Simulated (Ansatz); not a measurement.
**CdTe: equation of state with PBEsol**

**Measured values to compare with.**

“Multiscale insight into the Cd1-xZnxTe vibrational-mechanical properties -- High-pressure experiments and ab initio calculations”, 2023, arxiv:2306.14539 quotes, for a powder of CdTe: bulk modulus 42 ± 2 GPa.

The system is CdTe.

```
CELL_PARAMETERS angstrom
0.00000 3.20500 3.20500
3.20500 0.00000 3.20500
3.20500 3.20500 0.00000
ATOMIC_POSITIONS crystal
Te 0.75000 0.75000 0.75000
Cd 0.00000 0.00000 0.00000
```

```yaml
Program: Ansatz 0.2.0
Task: equation of state
Functional: PBEsol
Potentials_or_basis: all-electron LAPW, scalar-relativistic
Basis_error_allowed: 0.0005 eV/atom
k_mesh: 7 × 7 × 7
Occupations: fermi-dirac, width 0.05 eV
Spin: no spin polarisation
```

* Equilibrium volume: 34.17 Å³/atom
* Bulk modulus: 41 GPa
* Pressure derivative of the bulk modulus: 4.8

Energy against volume, from the lowest point:
```tsv
volume (Å³/atom)	energy (meV/atom)
30.947	47.47
31.605	28.86
32.263	15.30
32.922	6.29
33.580	1.33
34.239	0.00
34.897	1.91
```

All runs of the series together: 3.8 min on 1 thread of Intel(R) Xeon(R) Processor @ 2.50GHz (Skylake/Cascade Lake), on a shared host.

Measured bulk modulus of CdTe: 42 GPa (powder; quoted in “Multiscale insight into the Cd1-xZnxTe vibrational-mechanical properties -- High-pressure experiments and ab initio calculations”, 2023, arxiv:2306.14539). This calculation gives 41 GPa (-1.4 %). The fit is for a static lattice scaled at fixed shape and fixed fractional positions.

Spin-orbit coupling is left out, which matters for the levels of Te.
